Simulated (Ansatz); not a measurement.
**One structure type, several compounds**

Level of theory: DFT, PBE, all-electron LAPW, scalar-relativistic in Ansatz 0.2.0.

All compounds have space group Fm-3m with 1 atom in the primitive cell. V0, B0 and B0′ come from third-order Birch–Murnaghan fits to pressures at five volumes, with shape and internal coordinates held; prototypes and MP cells needn't be known phases. No run is spin-polarised.

No spin–orbit coupling, which matters for the heavy atoms here.

Li: Li 4a (0.000 0.000 0.000); fcc type, relaxed by us; 17×17×17 mesh, smearing 0.08 eV; no spin
Ag: Ag 4a (0.000 0.000 0.000); COD 9008459, reported; 15×15×15 mesh, smearing 0.05 eV; no spin
Ru: Ru 4a (0.000 0.000 0.000); COD 1534914, reported; 16×16×16 mesh, smearing 0.05 eV; no spin
In: In 4a (0.000 0.000 0.000); fcc type, relaxed by us; 15×15×15 mesh, smearing 0.05 eV; no spin
Ta: Ta 4a (0.000 0.000 0.000); COD 1534932, reported; 15×15×15 mesh, smearing 0.08 eV; no spin
Mg: Mg 4a (0.000 0.000 0.000); MP-relaxed cell mp-1056702; 16×16×16 mesh, smearing 0.03 eV; no spin

| compound | V0 (Å³/atom) | B0 (GPa) | B0′ |
| --- | --- | --- | --- |
| Li | ? | 14 | 3.3 |
| Ag | ? | 91 | 5.9 |
| Ru | 13.83 | 306 | 4.9 |
| In | 27.50 | 34 | 4.8 |
| Ta | ? | 188 | 3.7 |
| Mg | 23.12 | 35 | 3.9 |

(1) What belongs in the row "Ag", column "V0 (Å³/atom)"?

(2) Fill in "V0 (Å³/atom)" for the row "Li".

(3) Give the missing entry: row "Ta", column "V0 (Å³/atom)".

Results:

(1) 17.83.

(2) 20.25.

(3) 18.84.
